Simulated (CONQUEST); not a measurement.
Crystal: TiO2.

```
CELL_PARAMETERS angstrom
2.95921 0.00000 0.00000
0.00000 4.59984 0.00000
0.00000 0.00000 4.59984
ATOMIC_POSITIONS crystal
Ti 0.50000 0.00000 0.00000
Ti 0.00000 0.50000 0.50000
O 0.50000 0.30432 0.69568
O 0.00000 0.80432 0.80432
O 0.00000 0.19568 0.19568
O 0.50000 0.69568 0.30432
```

The cell is a database's computed one.

Program: CONQUEST 1.3. Alike in all runs: task single point; level PBE; no spin polarisation; cell as given; k mesh 9 × 6 × 6; smearing fermi-dirac 0.05 eV.

Problem. Order these runs on this cell by their pressure, lowest first.
A. potentials or basis PseudoDojo NC PBE, SZ, grid cutoff 150 Ha
B. potentials or basis PseudoDojo NC PBE, SZP, grid cutoff 150 Ha
C. potentials or basis PseudoDojo NC PBE, DZ, grid cutoff 150 Ha

Solution. A (1.5 GPa), C (4.7 GPa), B (7.5 GPa).

Caveats: the atomic basis is small; the basis of atomic orbitals isn't converged, which shifts pressures, moduli and gaps.
